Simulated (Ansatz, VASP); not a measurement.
**Two plane-wave programs on KF (Carobbiite)**

```
CELL_PARAMETERS angstrom
0.00000 2.68954 2.68954
2.68954 0.00000 2.68954
2.68954 2.68954 0.00000
ATOMIC_POSITIONS crystal
K 0.00000 0.00000 0.00000
F 0.50000 0.50000 0.50000
```

Change from the starting cell: volume scaled by 1.02.

Alike in both runs: task single point; functional PBE; k mesh 9 × 9 × 9; occupations fermi-dirac, width 0.05 eV; no spin polarisation.

|  | VASP | Ansatz |
| --- | --- | --- |
| version | VASP 6.6.1 | Ansatz 0.2.0 |
| potentials or method | VASP PAW PBE potentials, release 64 (K_sv, F) | Ansatz PAW |
| plane-wave cutoff (eV) | 520 | 420 |
| valence electrons in the cell | 16 | 16 |

```csv
,VASP,Ansatz,Ansatz less VASP
gap on the k mesh at the Fermi level (eV),6.06,6.08,+0.016
least direct gap on the mesh (eV),6.06,6.08,+0.016
pressure (GPa),0.7,0.7,-0.03
```

Caveats: an odd mesh through Γ misses points on the zone boundary, where band edges often lie (VASP); odd divisions of the mesh miss points on the zone boundary, where band edges often lie, so the gap on the mesh can be too wide (Ansatz); the pressure holds a Pulay correction of +0.3 GPa for the finite cutoff (Ansatz).
